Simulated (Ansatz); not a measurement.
Take InN in the wurtzite structure (space group P6_3mc, No. 186; a = 3.537 Å, c = 5.714 Å) as the base. Axes: x lies along a and z along c of the hexagonal cell.

Structures relaxed with Kohn–Sham DFT with the PBEsol functional, run in Ansatz (a quantum-chemistry and plane-wave program) with PAW and 420 eV plane waves, scalar-relativistic without spin-orbit coupling.

Base:

Simulated powder pattern, Co Kα, λ = 1.79026 Å (kinematic, ideal powder, no thermal factors, no anomalous dispersion; the 10 strongest lines at most, above 2 %, up to 2θ = 90°):

```
2θ (°)  I/Imax (%)    hkl
------  ----------  -----
33.98           35  (100)
36.52           32  (002)
38.73          100  (101)
50.74           19  (102)
60.82           26  (110)
67.21           27  (103)
71.53          3.9  (200)
73.07           25  (112)
74.47           16  (201)
83.08          4.5  (202)
```

After one change:

Simulated powder pattern, Co Kα, λ = 1.79026 Å (kinematic, ideal powder, no thermal factors, no anomalous dispersion; the 10 strongest lines at most, above 2 %, up to 2θ = 90°):

```
2θ (°)  I/Imax (%)
------  ----------
34.47           35
37.05           32
39.29          100
51.50           19
61.75           25
68.27           27
72.68          3.9
74.25           25
75.69           15
84.50          4.6
```

**Question.** What was done to the base?
A. isotropic strain −1.37 %
B. biaxial strain −0.79 %, plane normal [001], relaxed out of plane
C. strain tensor (xx, yy, zz, yz, xz, xy) = (−1.12, +0.44, +0.81, +0.63, +0.45, +0.25) %
D. strain tensor (xx, yy, zz, yz, xz, xy) = (+1.51, +0.55, +1.65, +1.40, −0.20, −0.21) %

**Answer.** A, isotropic strain −1.37 %. Its volume per atom is 14.85 Å³ against 15.48 Å³, and its space group is P6_3mc (No. 186).

Stability against distortions was not tested. The final runs are not spin-polarised.
